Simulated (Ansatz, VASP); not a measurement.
Two plane-wave programs on Cd2S5

```xyz
7
Lattice="-3.2038 2.7687 0.0178 -3.2038 -2.7687 0.0178 -1.0277 0.0000 10.2064" Properties=species:S:1:pos:R:3 pbc="T T T"
Cd   -5.7071   -1.0824    8.7612
Cd   -1.7282   -1.0824    1.4809
S    -6.1137   -0.1467    2.8839
S    -2.9198   -1.5407    4.5389
S    -4.5155   -1.5407    5.7032
S    -1.3216   -0.1467    7.3582
S    -3.2038    0.3787    0.0178
```

Alike in both runs: task single point; functional PBE; k mesh 4 × 4 × 2; occupations gaussian, width 0.1 eV; no spin polarisation.

```csv
,VASP,Ansatz
version,VASP 6.6.1,Ansatz 0.2.0
potentials or method,"VASP PAW PBE potentials, release 64 (Cd, S)","scalar-relativistic, plane waves, PAW"
plane-wave cutoff (eV),520,420
valence electrons in the cell,54,70
```

|  | VASP | Ansatz | Ansatz less VASP |
| --- | --- | --- | --- |
| gap on the k mesh at the Fermi level (eV) | 0.99 | 0.97 | -0.018 |
| least direct gap on the mesh (eV) | 0.99 | 0.97 | -0.018 |
| pressure (GPa) | 0.0 | 0.0 | +0.04 |
| largest component of the traceless stress (GPa) | 0.15 | 0.05 | -0.107 |
| rms of the force components (eV/Å) | 0.045 | 0.004 | -0.0408 |

Atom by atom the forces differ by 0.046 eV/Å (rms over components). The two sets of potentials don't hold the same shells in valence.

A k mesh can miss the band edges.
